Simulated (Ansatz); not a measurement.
# K: an elastic constant from a strain scan

Method: DFT PBE, scalar-relativistic, plane waves, PAW (Ansatz 0.2.0). Cutoff 420 eV, Γ-centred 12×12×12 k-points, Gaussian smearing of 0.15 eV. No spin polarisation. Energies are free energies at this smearing, counted from the undisturbed cell; pressure is positive in compression.

Zero of the scan (as given, not relaxed at this level; it stands at 0.0 GPa; this simple cubic form isn't the usual structure):

```xyz
1
Lattice="4.3104 0.0000 0.0000 0.0000 4.3104 0.0000 0.0000 0.0000 4.3104" Properties=species:S:1:pos:R:3 pbc="T T T"
K     0.0000    0.0000    0.0000
```

The cell is strained by ε times the Voigt pattern (1, 0, 0, 0, 0, 0) (xx, yy, zz, yz, xz, xy; engineering shear) with fractional coordinates fixed. The cell holds 1 atom in V0 = 80.09 Å³. The stress column is τ = (1/V0) dE/dε, got from the stress tensor σ (compression positive) at each point as −det(1 + εP) σ : P(1 + εP)⁻¹, with P the pattern as a tensor.

```
      ε  ΔE (meV/atom)  τ (GPa)
-0.0600              ?        ?
-0.0300          1.656   -0.261
 0.0000          0.000    0.027
 0.0150          0.647    0.143
 0.0450          4.283    0.333
```

Task: Which combination of elastic constants does this scan measure, and how large is it?

Result: For small ε, τ = τ0 + Kε with K = pᵀCp, which for this pattern is C11 in the cubic axes. The parabola through τ at ε = -0.0300, 0 and 0.0150 has slope K = 8.4 GPa at zero. The energies per cell, E = NΔE, of the same two points give K = 2[E(ε₊)/ε₊ − E(ε₋)/ε₋]/[(ε₊ − ε₋)V0] = 8.7 GPa, in agreement.

Task: Predict the withheld row at ε = -0.0600 from the harmonic law, and compare.

Result: ΔE = V0(τ0 ε + Kε²/2)/N = 6.728 meV/atom and τ = -0.48 GPa. The calculation gives 8.245 meV/atom and -0.63 GPa: the energy lies 23 % above the harmonic value, as bonds stiffen under compression.

In a metal these slopes depend on the k mesh and the smearing.